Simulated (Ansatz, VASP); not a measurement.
# InSe in two plane-wave programs, part 2 of 2

One calculation is typed for both programs; each brings its own data sets. How far apart do they land? The cell is taken from a series of runs on this material, whose earlier steps may have relaxed, scaled, displaced or heated it; both programs get it as it stands.

VASP 6.6.1 and Ansatz 0.2.0.

So far: The starting structure; VASP: single point, PBE0.

## 3. Ansatz: single point, PBE0

Level of this step: Ansatz beside VASP: Kohn-Sham DFT, plane waves, PBE0 (Ansatz).

Ansatz runs on its default PAW (the set named soft_2) files.

The same cell, functional and mesh now go to Ansatz, which takes its cutoff from its data sets.

File input.yaml:

```yaml
crystal:
  lattice:
    - [2.0, 1.1547005384, 8.3166666667]
    - [-2.0, 1.1547005384, 8.3166666667]
    - [0.0, -2.3094010768, 8.3166666667]
  atoms:
    - { symbol: In, position: [0.0, 0.0, 0.0] }
    - { symbol: In, position: [0.1122, 0.1122, 0.1122] }
    - { symbol: Se, position: [0.6155, 0.6155, 0.6155] }
    - { symbol: Se, position: [0.83, 0.83, 0.83] }
kpoints:
  mp_grid: { grid: [4, 4, 4] }
  band_path:
    path:
      - [0.0, 0.0, 0.0]
      - [-0.5, -0.5, -0.5]
      - [-0.5, -0.17951802, -0.82048198]
      - [-0.17951802, 0.17951802, -0.5]
      - [0.0, 0.0, -0.5]
      - [0.0, 0.33975901, -0.33975901]
      - [-0.33975901, 0.0, -0.66024099]
      - [-0.5, 0.0, -0.5]
    npoints: 1
hamiltonian:
  xc: pbe0
scf:
  occupations: { method: fixed }
  n_extra_bands: 5
output:
  eigenvalues: true
```

Run with:

```sh
> ansatz run input.yaml --threads 3 --pin off --max-ram 92160MiB --backend cuda --events-out ev --progress --plain --runs-dir out --devices 1 --max-vram 13GiB
```

Numbers of over 12 decimals in the logs are rounded to 6 here.

The program printed:

```text
basis.fft_grid_basis auto: the FFT boxes are laid along the combinations [[1, 0, -1], [0, 1, -1], [0, 0, 1]] of the cell's own vectors, 4.000, 4.000 and 8.631 Å long. The dense box has 27×27×60 points. Along the cell's own vectors, as sized, it would have 60×60×60, 4.94 times as many. Of the 6 symmetry operations that the crystal satisfies within crystal.symmetry.tolerance (time reversal apart; of a slab, those that  [...]
scf.n_extra_bands = 5 over 29 filled bands (N_el = 58.0): the run solves 34 bands
GPUs: using 1 of 1 available (devices: 1).
Engine: ansatz 0.2.0, x86_64-unknown-linux-gnu
Pseudopotentials: kind: paw
Pseudopotential: In, paw, valence charge 13, recommended cutoff 420 eV (normal), In.paw.azcp
Pseudopotential: Se, paw, valence charge 16, recommended cutoff 420 eV (normal), Se.paw.azcp
Functional definition: PBE0
  parameter a = 0.25
  parameter kappa = 0.804
  parameter beta = 0.066725
  exchange = (1 - a)*pbe_x(kappa = kappa, mu = beta*pi^2/3) + a*exact_x
  correlation = pbe_c(beta = beta)
davidson cushion auto → on  (no smearing: the cushion is to keep the highest requested band from converging to the state above it; pin scf.eigensolver.cushion to override)
device memory: the entry about to start is reckoned to put 1.6 GiB on a device that reports 51.3 GiB free (of which the cap on the GPU budget leaves the run 13.0 GiB)
GPU FFT provider: cuFFT
GPU libraries: cuBLAS 13.8.2, cuFFT 12.4.0, cuSOLVER 12.3.4
Crystal: 4 atoms, lattice volume = 115.239 Å³
Basis set: ecut = 420 eV, 2283 PW (Γ), FFT grids on a1−a3, a2−a3, a3
Bands: 34, of which v1, the nominal top of the filled ones, is band 29 counted from 1 (28 counted from 0)
Symmetry: 6 space group operations
Space group: R3m (ITA 160), of the structure as read, at distance tolerance 4.9e-5 Å
k-points: 13 of 64 (time reversal used)
Non-local potential: In, projectors of the file, l = 0: 2, l = 1: 2, l = 2: 2, l = 3: 2
Non-local potential: Se, projectors of the file, l = 0: 2, l = 1: 2, l = 2: 3, l = 3: 1
PAW form: soft (Blöchl's): semilocal exchange-correlation on the pseudo side does not see the compensation charge
PAW frozen core: In, regenerated for the run's functional, and the local potential with it (the file was generated under x = pbe(κ = 0.804, μ = 0.219515), c = pbe(β = 0.066725))
PAW frozen core: Se, regenerated for the run's functional, and the local potential with it (the file was generated under x = pbe(κ = 0.804, μ = 0.219515), c = pbe(β = 0.066725))
PAW one-centre angular grid: In, 590 points (default); XC on 64 Gauss nodes
PAW one-centre angular grid: Se, 590 points (default); XC on 64 Gauss nodes
Initial density: superposition of atomic densities (neutral atoms: chi_scale 0, normalization atom), corrected by the library's trained network
Initial wavefunctions: pseudopotential atomic-orbital guess
GPU buffer pool allocated for 43740 grid points (all kernels)
GPU transforms: local potential and band sums: pruned to the plane-wave sphere, on 27×27×60
Functional: x = pbe(κ = 0.804, μ = 0.219515), c = pbe(β = 0.066725), warm-up for x = 0.75 pbe(κ = 0.804, μ = 0.219515) + 0.25 exact, c = pbe(β = 0.066725)
SCF iter   1: F=—  HF=-22135.782667 eV  |F-HF|=—  |Δ(HF+E_count)|=         —  Δρ=1.44e-3  dr2=5.75e-3  ethr=1.77e-3  ⟨swp⟩=6.8  Hψ=1835  notcnv=0
preconditioner: auto → none  [insulator: Δε(μ)=0.386 eV  Ē_g=13.589 eV  n_scr=30 (ndim 8)  ℏωp=21.3 eV  f_vac=0.077]
SCF iter   2: F=—  HF=-22135.784765 eV  |F-HF|=—  |Δ(HF+E_count)|=   2.10e-3  Δρ=1.21e-3  dr2=1.12e-2  ethr=9.91e-6  ⟨swp⟩=5.2  Hψ=1555  notcnv=0  defer=1
iter 3 solved again at ethr=4.29e-7 eV; its pass at ethr=9.91e-6 eV (dr2=2.49e-4 eV) is discarded
SCF iter   3: F=—  HF=-22135.782798 eV  |F-HF|=—  |Δ(HF+E_count)|=   1.97e-3  Δρ=2.87e-4  dr2=2.66e-4  ethr=4.29e-7  ⟨swp⟩=3.3  Hψ=2244  notcnv=0
SCF iter   4: F=-22135.782884 eV  HF=-22135.782846 eV  |F-HF|=3.82e-5  |Δ(HF+E_count)|=   4.83e-5  Δρ=1.38e-4  dr2=1.24e-5  ethr=4.29e-7  ⟨swp⟩=3.5  Hψ=1095  notcnv=0
SCF 1 stopped early in 4 iterations: F = -22135.782884 eV  dr2 = 1.24e-5
  greatest PAW one-centre occupation: 1.000 electrons in one spin orbital (limit 2), on the Se atom at site 3 (counted from 0), in its partial waves of l = 2
device memory: the entry about to start is reckoned to put 2.2 GiB on a device that reports 51.3 GiB free (of which the cap on the GPU budget leaves the run 13.0 GiB)
GPU FFT provider: cuFFT
GPU libraries: cuBLAS 13.8.2, cuFFT 12.4.0, cuSOLVER 12.3.4
Initial density: handed on by an earlier stage of this run
Initial wavefunctions: those handed on with the density
GPU buffer pool allocated for 43740 grid points (all kernels)
GPU transforms: local potential and band sums: pruned to the plane-wave sphere, on 27×27×60
Functional: x = 0.75 pbe(κ = 0.804, μ = 0.219515) + 0.25 exact, c = pbe(β = 0.066725)
Exchange kernel: α = 0.2500, full range, Wigner–Seitz truncation, v(0) = 12163.4268 eV·Å³, q-mesh 4×4×4, nearest image of the exchange supercell L = 16.00 Å, pair-density grid 24×24×60, without the augmentation charges, whose exchange is taken in its separable form by FFT convolution over the k-point mesh (the finest that the files' search goes to), smooth part of the exact exchange by density-matrix convolution in up to 3.46 GiB of GPU memory as planned if the GPU has room (build and FFT work areas not counted)
Frozen-core exchange: fock
SCF iter   1: F=—  HF=-22145.303997 eV  |F-HF|=—  |Δ(HF+E_count)|=         —  Δρ=4.98e-3  dr2=3.22e-2  ethr=2.13e-7  ⟨swp⟩=8.8  Hψ=2658  notcnv=0
preconditioner: auto → none  [insulator: Δε(μ)=1.595 eV  Ē_g=16.271 eV  n_scr=30 (ndim 8)  ℏωp=21.3 eV  f_vac=0.075]
SCF iter   2: F=—  HF=-22145.294714 eV  |F-HF|=—  |Δ(HF+E_count)|=   9.28e-3  Δρ=2.65e-3  dr2=2.29e-2  ethr=2.13e-7  ⟨swp⟩=7.8  Hψ=2104  notcnv=0  defer=3
SCF iter   3: F=—  HF=-22145.291379 eV  |F-HF|=—  |Δ(HF+E_count)|=   3.33e-3  Δρ=1.28e-3  dr2=8.08e-3  ethr=2.13e-7  ⟨swp⟩=7.0  Hψ=2156  notcnv=0  defer=2
SCF iter   4: F=—  HF=-22145.312283 eV  |F-HF|=—  |Δ(HF+E_count)|=   2.09e-2  Δρ=1.51e-3  dr2=3.62e-3  ethr=2.13e-7  ⟨swp⟩=5.0  Hψ=1949  notcnv=0
SCF iter   5: F=—  HF=-22145.311600 eV  |F-HF|=—  |Δ(HF+E_count)|=   6.83e-4  Δρ=7.28e-4  dr2=8.52e-4  ethr=2.13e-7  ⟨swp⟩=4.4  Hψ=1482  notcnv=0
SCF iter   6: F=—  HF=-22145.311449 eV  |F-HF|=—  |Δ(HF+E_count)|=   1.51e-4  Δρ=1.64e-4  dr2=1.34e-4  ethr=2.13e-7  ⟨swp⟩=3.7  Hψ=1412  notcnv=0
SCF iter   7: F=—  HF=-22145.312166 eV  |F-HF|=—  |Δ(HF+E_count)|=   7.17e-4  Δρ=1.74e-4  dr2=1.02e-4  ethr=4.75e-8  ⟨swp⟩=5.0  Hψ=1516  notcnv=0
SCF iter   8: F=-22145.312142 eV  HF=-22145.312143 eV  |F-HF|=7.11e-7  |Δ(HF+E_count)|=   2.30e-5  Δρ=1.72e-5  dr2=5.47e-6  ethr=4.75e-8  ⟨swp⟩=4.0  Hψ=1267  notcnv=0
SCF 2 stopped early in 8 iterations: F = -22145.312142 eV  dr2 = 5.47e-6
hybrid outer 1: dexx = +2.531e-2 eV, tail = 1.28e-4 eV
GPU FFT provider: cuFFT
GPU libraries: cuBLAS 13.8.2, cuFFT 12.4.0, cuSOLVER 12.3.4
GPU buffer pool allocated for 43740 grid points (all kernels)
GPU transforms: local potential and band sums: pruned to the plane-wave sphere, on 27×27×60
Exchange kernel: α = 0.2500, full range, Wigner–Seitz truncation, v(0) = 12163.4268 eV·Å³, q-mesh 4×4×4, nearest image of the exchange supercell L = 16.00 Å, pair-density grid 24×24×60, without the augmentation charges, whose exchange is taken in its separable form by FFT convolution over the k-point mesh (the finest that the files' search goes to), smooth part of the exact exchange by density-matrix convolution in up to 3.46 GiB of GPU memory as planned if the GPU has room (build and FFT work areas not counted)
Frozen-core exchange: fock
SCF iter   1: F=—  HF=-22145.312367 eV  |F-HF|=—  |Δ(HF+E_count)|=         —  Δρ=5.55e-5  dr2=8.37e-6  ethr=1.11e-6  ⟨swp⟩=2.7  Hψ=986  notcnv=0
preconditioner: auto → none  [insulator: Δε(μ)=1.719 eV  Ē_g=16.269 eV  n_scr=30 (ndim 8)  ℏωp=21.3 eV  f_vac=0.076]
iter 2 solved again at ethr=7.84e-10 eV; its pass at ethr=1.03e-8 eV (dr2=4.55e-7 eV) is discarded
SCF iter   2: F=—  HF=-22145.312369 eV  |F-HF|=—  |Δ(HF+E_count)|=   2.02e-6  Δρ=2.86e-5  dr2=7.79e-7  ethr=7.84e-10  ⟨swp⟩=2.0  Hψ=2647  notcnv=0
SCF iter   3: F=—  HF=-22145.312370 eV  |F-HF|=—  |Δ(HF+E_count)|=   1.78e-6  Δρ=1.57e-5  dr2=2.29e-7  ethr=7.84e-10  ⟨swp⟩=4.2  Hψ=1412  notcnv=0
SCF iter   4: F=-22145.312370 eV  HF=-22145.312370 eV  |F-HF|=6.41e-9  |Δ(HF+E_count)|=   4.02e-8  Δρ=4.08e-6  dr2=2.22e-8  ethr=3.25e-10  ⟨swp⟩=3.0  Hψ=1020  notcnv=0
SCF 3 converged in 4 iterations: F = -22145.312370 eV  dr2 = 2.22e-8
  greatest PAW one-centre occupation: 1.000 electrons in one spin orbital (limit 2), on the Se atom at site 2 (counted from 0), in its partial waves of l = 2
hybrid outer 2: dexx = +2.512e-6 eV, tail = 1.24e-7 eV, Δε = 3.25e-3 eV (about 1.82e-4 eV left of the loop's levels)
device memory: the entry about to start is reckoned to put 0.6 GiB on a device that reports 47.3 GiB free (of which the cap on the GPU budget leaves the run 13.0 GiB)
NSCF: frozen V_eff on 8 k-points
hybrid SCF converged: 2 outer / 12 inner (+4 warm-up), last move |dexx| = 2.51e-6 eV, tail = 1.24e-7 eV
Stability not checked: this state was not tested for a lower state beside it, because the functional holds exact exchange (a hybrid, or Hartree-Fock), whose exchange loop this test does not read (fock_operator; see scf.lower_state_search)
Free energy (F): -22145.312371 eV
Frozen-core exchange: fock
Harris-Foulkes:  -22145.312371 eV  (|F-HF|=6.41e-9)
Internal energy: -22145.312371 eV  (E = F + TS)
E sigma→0 (E₀):  -22145.312371 eV
Fermi energy:    6.796112 eV
--- Per-component energies (eV) ---
  E_band       = -1069.475700
  E_kinetic    = 722.562981
  E_local      = -7842.488278  (includes V_loc(G=0)·N_el)
  E_nonlocal   = -457.633489
  E_hartree    = 3622.083189
  E_xc         = -490.537728
  E_vxc        = -304.234636  (∫ρ·V_xc dr)
  E_exx        = -225.258064  (= α·E_x^exact, valence–valence)
  E_paw        = -12064.457989  (= ΣΔE_a)
  E_vpaw       = 18.669361  (= ΣTr[D̂ρ^β])
  E_aug_tail   = -0.001154  (compensation charges beyond the density's cutoff)
  E_ewald      = -5408.437302
  E_core_change = -1.144536  (= ΣΔE_core)
  E_smearing   = -0.000000  (= −TS)
  E_closure    = -0.000000  (closes the sum)
  Σ components = -22145.312371   (vs F -22145.312371, Δ=0.00e0)
--- Band table (eV; the first three rows and the last of 13) ---
  k-point 0: bands = [... 25 lower, 5.2294, 5.2294, 5.3711, 5.3711, 9.9525, 10.2839, 12.6464, 12.6464, ... 1 higher]
  k-point 1: bands = [... 25 lower, 4.5237, 4.5759, 4.7845, 5.6092, 10.0814, 10.3923, 12.2211, 12.5341, ... 1 higher]
  k-point 2: bands = [... 25 lower, 4.0389, 4.0761, 4.2558, 4.9144, 9.1335, 10.1761, 11.8310, 12.1914, ... 1 higher]
  k-point 12: bands = [... 25 lower, 5.1519, 5.4576, 5.4576, 6.7961, 8.5165, 10.3839, 12.5346, 12.5346, ... 1 higher]
```

## 4. Differences

Known differences besides the potentials themselves: exact exchange at q = 0 is treated differently, which shows on coarse meshes; VASP keeps PBE cores, Ansatz makes them for the functional; fixed occupations in Ansatz, narrow Gaussian smearing in VASP; the data sets hold 58 valence electrons in Ansatz (on its default PAW (the set named soft_2) files) and 38 in VASP; the cutoff is 420 eV in Ansatz and 400 eV in VASP; VASP takes a coarser grid for exact exchange (PRECFOCK = Fast). Total energies have different zeros and are not compared.

The two programs side by side:

```
              quantity  Ansatz   VASP  difference
gap on the k mesh (eV)   1.720  1.690      +0.031
```

A gap on the mesh is an upper bound, since the band edges may lie between its points.

## 5. Summary of results

```json
{
 "difference in gap on the k mesh (single point, PBE0)": "0.031 eV"
}
```

What this shows: The difference in gap on the k mesh is 0.031 eV (single point, PBE0), within the 0.08 eV picked in this series as the mark of a large difference. The data sets hold unlike numbers of valence electrons (58 in Ansatz and 38 in VASP), so part of the differences comes from the potentials. How closely two codes agree says nothing of how well the functional describes the real material.

[Lines on the potential files, build, host, timing and source positions are cut from VASP's logs without a mark.]

[Logs are printed without paths, hosts, clocks, repeated set-up lines and the standing remarks that a program may print on its own settings, such as how far it seeks lower states.]

[Hosts, paths, dates, database ids (printed as entryN), source tags and the programs' standing remarks are cut or masked in the printed files.]
